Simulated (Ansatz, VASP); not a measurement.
**Ge: VASP beside Ansatz**

```
CELL_PARAMETERS angstrom
0.00000 2.88425 2.88425
2.88425 0.00000 2.88425
2.88425 2.88425 0.00000
ATOMIC_POSITIONS crystal
Ge 0.50000 0.50000 0.50000
Ge 0.75000 0.75000 0.75000
```

Change from the starting cell: volume scaled by 1.06, crystal datasets.

Alike in both runs: task electric field gradients; functional PBE; k mesh 10 × 10 × 10; occupations fermi-dirac, width 0.05 eV; no spin polarisation.

|  | VASP | Ansatz |
| --- | --- | --- |
| version | VASP 6.6.1 | Ansatz 0.2.0 |
| potentials or method | VASP PAW PBE potentials, release 64 (Ge_d), cutoff 520 eV | all-electron PAW with datasets made for the crystal, scalar-relativistic |

|  | VASP | Ansatz | Ansatz less VASP |
| --- | --- | --- | --- |
| pressure (GPa) | -0.3 | -0.2 | +0.05 |
| Vzz of the field gradient on the site that differs most (V/Å²) | 0.0 | 0.0 | -0.01 |

Ansatz ran all-electron here, so the differences hold the error of VASP's frozen core and of both bases.
